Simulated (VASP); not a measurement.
# Pd (Im-3m) in VASP: notebook, part 2 of 2

VASP 6.6.1.

### Step 3. Single point, PBEsol, collinear spin, typed start

This run uses another cell than the first one, of 13.48 Å³/atom, 0.920 times its volume.

Contents of INCAR:

```
ALGO = Normal
EDIFF = 1E-6
ENCUT = 520
GGA = PS
ISIF = 2
ISMEAR = -1
ISPIN = 2
LASPH = True
LCHARG = False
LMAXMIX = 4
LORBIT = 11
LREAL = False
LWAVE = False
MAGMOM = 0.5 -0.5
NBANDS = 21
NELM = 150
PREC = Accurate
SIGMA = 0.05
```

Contents of KPOINTS:

```
k-points
0
Gamma
  12 12 12
```

Contents of POSCAR:

```
Pd
1.0
    2.9984093450      0.0000000000      0.0000000000
    0.0000000000      2.9984093450      0.0000000000
    0.0000000000      0.0000000000      2.9984093450
Pd
2
Direct
    0.0000000000      0.0000000000      0.0000000000
    0.5000000000      0.5000000000      0.5000000000
```

Potentials or basis: VASP PAW PBE potentials, release 64 (Pd).

Launch:

```console
> cat potpaw_PBE.64/Pd/POTCAR > POTCAR
> mpirun -np 1 vasp_std > vasp.out
```

OUTCAR:

```text
EDIFF = 1E-6
   ENCUT = 520
   GGA = PS
   ISIF = 2
   ISMEAR = -1
   ISPIN = 2
   LASPH = True
   LORBIT = 11
   LREAL = False
   NELM = 150
   PREC = Accurate

 ion  position               nearest neighbor table
   1  0.000  0.000  0.000-   2 2.60   2 2.60   2 2.60   2 2.60   2 2.60   2 2.60   2 2.60   2 2.60

   2  0.500  0.500  0.500-   1 2.60   1 2.60   1 2.60   1 2.60   1 2.60   1 2.60   1 2.60   1 2.60

  LATTYP: Found a simple cubic cell.
 ALAT       =     2.9984093450

  Lattice vectors:

 A1 = (   2.9984093450,   0.0000000000,   0.0000000000)
 A2 = (   0.0000000000,   2.9984093450,   0.0000000000)
 A3 = (   0.0000000000,   0.0000000000,   2.9984093450)

Analysis of symmetry for initial positions (statically):
=====================================================================
 Subroutine PRICEL returns following result:

  LATTYP: Found a body centered cubic cell.
 ALAT       =     2.9984093450
[... 12 lines left out ...]
 Subroutine GETGRP returns: Found 48 space group operations
 (whereof 48 operations were pure point group operations)
 out of a pool of 48 trial point group operations.

The static configuration has the point symmetry O_h .

Analysis of symmetry for dynamics (positions and initial velocities):
=====================================================================
 Subroutine PRICEL returns following result:

  LATTYP: Found a body centered cubic cell.
 ALAT       =     2.9984093450
[... 12 lines left out ...]
 Subroutine GETGRP returns: Found 48 space group operations
 (whereof 48 operations were pure point group operations)
 out of a pool of 48 trial point group operations.

The dynamic configuration has the point symmetry O_h .

Analysis of structural, dynamic, and magnetic symmetry:
=====================================================================
 Subroutine PRICEL returns following result:

  LATTYP: Found a body centered cubic cell.
 ALAT       =     2.9984093450
[... 12 lines left out ...]
 Subroutine GETGRP returns: Found 48 space group operations
 (whereof 48 operations were pure point group operations)
 out of a pool of 48 trial point group operations.

The overall configuration has the point symmetry O_h .

 Subroutine INISYM returns: Found 48 space group operations
 (whereof 48 operations are pure point group operations),
 and found     2 'primitive' translations

----------------------------------------------------------------------------------------

                                     Primitive cell

  volume of cell :      13.4785

  direct lattice vectors                    reciprocal lattice vectors
     1.499204672  1.499204673 -1.499204672     0.333510167  0.333510167  0.000000000
    -1.499204672  1.499204672  1.499204672    -0.000000000  0.333510167  0.333510167
     1.499204672 -1.499204672  1.499204673     0.333510167  0.000000000  0.333510167

  length of vectors
     2.596698664  2.596698664  2.596698664     0.471654601  0.471654601  0.471654601

  position of ions in fractional coordinates (direct lattice)
     0.000000000  0.000000000  0.000000000

  ion indices of the primitive-cell ions
   primitive index   ion index
                 1           1

[... 65 lines left out ...]
   ISPIN  =      2    spin polarized calculation?
   LNONCOLLINEAR =      F non collinear calculations
   LSORBIT =      F    spin-orbit coupling
   LASPH  =      T    aspherical Exc in radial PAW
   ENCUT  =  520.0 eV  38.22 Ry    6.18 a.u.   5.58  5.58  5.58*2*pi/ulx,y,z
   NELM   =    150;   NELMIN=  2; NELMDL= -5     # of ELM steps
   EDIFF  = 0.1E-05   stopping-criterion for ELM
   LREAL  =      F    real-space projection
   EDIFFG = 0.1E-04   stopping-criterion for IOM
   NSW    =      0    number of steps for IOM
   IBRION =     -1    ionic relax: 0-MD 1-quasi-New 2-CG
   NFREE  =      0    steps in history (QN), initial steepest desc. (CG)
   ISIF   =      2    stress and relaxation
   ISYM   =      2    0-nonsym 1-usesym 2-fastsym
   POTIM  = 0.5000    time-step for ionic-motion
   TEBEG  =    0.0;   TEEND  =   0.0 temperature during run
   PSTRESS=    0.0 pullay stress
   NELECT =      20.0000    total number of electrons
   NUPDOWN=      -1.0000    fix difference up-down
   EMIN   =  10.00;   EMAX   =-10.00  energy-range for DOS
   EFERMI =   0.00;   METHOD = LEGACY
   ISMEAR =    -1;   SIGMA  =   0.05  broadening in eV -4-tet -1-fermi 0-gaus
   EFERMI_NEDOS =   21; number of points for ismear=-14 and -15
   IALGO  =     38    algorithm
   IMIX   =      4    mixing-type and parameters
     AMIX     =   0.40;   BMIX     =  1.00
     AMIX_MAG =   1.60;   BMIX_MAG =  1.00
  volume/ion in A,a.u.               =      13.48        90.96
  Fermi-wavevector in a.u.,A,eV,Ry     =   1.482042  2.800654 29.884505  2.196449
  Thomas-Fermi vector in A             =   2.595877
   LORBIT       =     11    0 simple, 1 ext, 2 COOP (PROOUT), +10 PAW based schemes
   GGA     = PS    functional components
   LHFCALC =     F    Hartree Fock is set to
   AEXX    =    0.0000 exact exchange contribution
   IVDW    =     0    specifies the selected vdW correction
   LEPSILON=     F    determine dielectric tensor
   LRPA    =     F    only Hartree local field effects (RPA)
 spin polarized calculation
  energy-cutoff  :      520.00
  volume of cell :       26.96
 maximum number of plane-waves:       743
 NGX is ok and might be reduce to    24
   NGX = 11   NGY = 11   NGZ = 11

 number of electron      19.9999998 magnetization       0.0000000

 number of electron      19.9999998 magnetization      -0.0000000

 Free energy of the ion-electron system (eV)
  ---------------------------------------------------
  ext. energy  EPLUGINS =         0.00000000
  ---------------------------------------------------
  free energy    TOTEN  =       -11.68073327 eV

  energy without entropy =      -11.66106322  energy(sigma->0) =      -11.67089825

 E-fermi :  11.1931     XC(G=0): -13.9428

 val. band max:       11.1869636809   @ k =   0.3333   0.1667   0.0833
 cond. band min:      11.1984864447   @ k =   0.1667   0.0000   0.0000
 fundamental gap:      0.0115227638
 Fermi energy:        11.1931291749

 spin component 1

 k-point     1 :       0.0000    0.0000    0.0000
  band No.  band energies     occupation
      1       3.2658      1.00000
      2       5.1158      1.00000
      3       5.1158      1.00000
      4       7.7914      1.00000
      5       7.7914      1.00000
      6       7.7914      1.00000
[... 565 lines left out ...]
     20      36.3164      0.00000
     21      36.8987      0.00000

 [... further k-points ...]

 spin component 2

 k-point     1 :       0.0000    0.0000    0.0000
  band No.  band energies     occupation
      1       3.2658      1.00000
      2       5.1158      1.00000
      3       5.1158      1.00000
      4       7.7914      1.00000
      5       7.7914      1.00000
      6       7.7914      1.00000
[... 565 lines left out ...]
     20      36.3164      0.00000
     21      36.8991      0.00000

 [... further k-points ...]

------------------------ aborting loop because EDIFF is reached ----------------------------------------

  FORCE on cell =-STRESS in cart. coord.  units (eV):
  Direction    XX          YY          ZZ          XY          YZ          ZX
  --------------------------------------------------------------------------------------
  -------------------------------------------------------------------------------------
  Total        3.4649249      3.4649249      3.4649249      0.0000000     -0.0000000     -0.0000000
  in kB      205.9356991    205.9356991    205.9356991      0.0000000     -0.0000000     -0.0000000
  external PRESSURE =     205.9356991 kB  Pullay stress =       0.0000000 kB

 VOLUME and BASIS-vectors are now :
 -----------------------------------------------------------------------------
  energy-cutoff  :      520.00
  volume of cell :       26.96
      direct lattice vectors                 reciprocal lattice vectors
     2.998409345  0.000000000  0.000000000     0.333510167  0.000000000  0.000000000
     0.000000000  2.998409345  0.000000000     0.000000000  0.333510167  0.000000000
     0.000000000  0.000000000  2.998409345     0.000000000  0.000000000  0.333510167

 POSITION                                       TOTAL-FORCE (eV/Angst)
 -----------------------------------------------------------------------------------
      0.00000      0.00000      0.00000        -0.000000     -0.000000     -0.000000
      1.49920      1.49920      1.49920         0.000000      0.000000      0.000000
 -----------------------------------------------------------------------------------
    total drift:                                0.000000      0.000000     -0.000000

  FREE ENERGIE OF THE ION-ELECTRON SYSTEM (eV)
  ---------------------------------------------------
  free  energy   TOTEN  =       -11.6807332716 eV

  energy  without entropy=      -11.6610632221  energy(sigma->0) =      -11.67089825

 total charge

# of ion       s       p       d       tot
------------------------------------------
    1        0.530   0.574   8.546   9.650
    2        0.530   0.574   8.546   9.650
--------------------------------------------------
tot          1.059   1.148  17.092  19.299

 magnetization (x)

# of ion       s       p       d       tot
------------------------------------------
    1        0.000  -0.000   0.000  -0.000
    2       -0.000   0.000  -0.000   0.000
--------------------------------------------------
tot          0.000   0.000   0.000   0.000
```

It took 27 s on 1 thread of Intel Xeon Platinum 8559C (Emerald Rapids), shared host; peak memory 0.19 GiB.

What came out:

```yaml
Free_energy: -11.6807 eV
Pressure: 20.6 GPa
Band_gap_on_the_k_mesh: none (metal or under the smearing width)
Net_moment: 0.00 μB per cell
Valence_electrons_inside_the_program's_atomic_spheres: Pd 9.65
```

Levels at points of the mesh, in eV from the Fermi level:
Spin up:
```
           k point  band 6  band 7  band 8  band 9  band 10  band 11  band 12  band 13  band 14  band 15
(0.00, 0.00, 0.00)   -3.40   -1.09   -1.09    0.30     0.30     0.30     9.53     9.53     9.53    18.87
(0.50, 0.00, 0.00)   -2.68   -2.68   -2.68   -1.71    -1.71     0.77     0.77    17.65    17.65    18.06
(0.50, 0.50, 0.00)   -1.16   -0.79   -0.79    0.76     0.76     1.18     1.18     8.76     8.76    15.29
(0.50, 0.50, 0.50)   -4.13   -0.73   -0.73   -0.73    -0.73     9.49     9.49    10.10    10.10    10.10
```
Spin down:
| k point | band 8 | band 9 | band 10 | band 11 | band 12 | band 13 |
| --- | --- | --- | --- | --- | --- | --- |
| (0.00, 0.00, 0.00) | -1.09 | 0.30 | 0.30 | 0.30 | 9.53 | 9.53 |
| (0.50, 0.00, 0.00) | -2.68 | -1.71 | -1.71 | 0.77 | 0.77 | 17.65 |
| (0.50, 0.50, 0.00) | -0.79 | 0.76 | 0.76 | 1.18 | 1.18 | 8.76 |
| (0.50, 0.50, 0.50) | -0.73 | -0.73 | -0.73 | 9.49 | 9.49 | 10.10 |

Caveat: so large a pressure means that the cell lies far from this level's equilibrium, or that cutoff or potentials fall short; the potentials were made for another functional, which shifts forces and pressure.

### Step 4. Single point, PBEsol, collinear spin, typed start

This run uses another cell than the first one, of 15.24 Å³/atom, 1.040 times its volume.

Contents of INCAR:

```
  ALGO = Normal
  EDIFF = 1E-6
  ENCUT = 520
  GGA = PS
  ISIF = 2
  ISMEAR = -1
  ISPIN = 2
  LASPH = True
  LCHARG = False
  LMAXMIX = 4
  LORBIT = 11
  LREAL = False
  LWAVE = False
  MAGMOM = 0.5 -0.5
  NBANDS = 21
  NELM = 150
  PREC = Accurate
  SIGMA = 0.05
```

KPOINTS is that of step 3.

Contents of POSCAR:

```
Pd
1.0
    3.1234850150      0.0000000000      0.0000000000
    0.0000000000      3.1234850150      0.0000000000
    0.0000000000      0.0000000000      3.1234850150
Pd
2
Direct
    0.0000000000      0.0000000000      0.0000000000
    0.5000000000      0.5000000000      0.5000000000
```

Launch:

```console
> cat potpaw_PBE.64/Pd/POTCAR > POTCAR
> mpirun -np 1 vasp_std > vasp.out
```

It took 27 s on 1 thread of Intel Xeon Platinum 8559C (Emerald Rapids), shared host; peak memory 0.2 GiB.

It converged, with:

```yaml
Free_energy: -11.7919 eV
Pressure: -7.1 GPa
Band_gap_on_the_k_mesh: none (metal or under the smearing width)
Net_moment: 0.00 μB per cell
Valence_electrons_inside_the_program's_atomic_spheres: Pd 9.37
```

Levels at points of the mesh, in eV from the Fermi level:
Spin up:
| k point | band 6 | band 7 | band 8 | band 9 | band 10 | band 11 | band 12 | band 13 | band 14 | band 15 |
| --- | --- | --- | --- | --- | --- | --- | --- | --- | --- | --- |
| (0.00, 0.00, 0.00) | -2.82 | -0.89 | -0.89 | 0.22 | 0.22 | 0.22 | 9.05 | 9.05 | 9.05 | 17.16 |
| (0.50, 0.00, 0.00) | -2.20 | -2.20 | -2.20 | -1.41 | -1.41 | 0.68 | 0.68 | 16.58 | 16.58 | 16.58 |
| (0.50, 0.50, 0.00) | -0.97 | -0.66 | -0.66 | 0.59 | 0.59 | 1.39 | 1.39 | 7.65 | 7.65 | 15.02 |
| (0.50, 0.50, 0.50) | -3.43 | -0.62 | -0.62 | -0.62 | -0.62 | 8.58 | 8.58 | 9.30 | 9.30 | 9.30 |
Spin down:
```tsv
k point	band 7	band 8	band 9	band 10	band 11	band 12	band 13	band 14
(0.00, 0.00, 0.00)	-0.89	-0.89	0.22	0.22	0.22	9.05	9.05	9.05
(0.50, 0.00, 0.00)	-2.20	-2.20	-1.41	-1.41	0.68	0.68	16.58	16.58
(0.50, 0.50, 0.00)	-0.66	-0.66	0.59	0.59	1.39	1.39	7.65	7.65
(0.50, 0.50, 0.50)	-0.62	-0.62	-0.62	-0.62	8.58	8.58	9.30	9.30
```

Caveat: the PAW data sets were made with another functional, which shifts forces and pressure a little.

### Step 5. Summary

| cell | k mesh | gap on the mesh (eV) | pressure (GPa) | moment (μB) |
| --- | --- | --- | --- | --- |
| Im-3m, 14.65 Å³/atom | 17 × 17 × 17 | none | -0.2 | 0.00 |
| Im-3m, 13.48 Å³/atom | 12 × 12 × 12 | none | 20.6 | 0.00 |
| Im-3m, 15.24 Å³/atom | 12 × 12 × 12 | none | -7.1 | 0.00 |

Alike in all rows: task single point; level PBEsol; potentials or basis VASP PAW PBE potentials, release 64 (Pd); spin collinear, typed start; cutoff (eV) 520; smearing fermi-dirac 0.05 eV.

Every run on the cell as given and a fine mesh finds a metal.

Caveats: the PAW data sets were made with another functional, which shifts forces and pressure a little (some runs); so large a pressure means that the cell lies far from this level's equilibrium, or that cutoff or potentials fall short (some runs); the potentials were made for another functional, which shifts forces and pressure (some runs).

Total energies depend on the potentials used, so only differences within one code and one set of settings carry meaning.
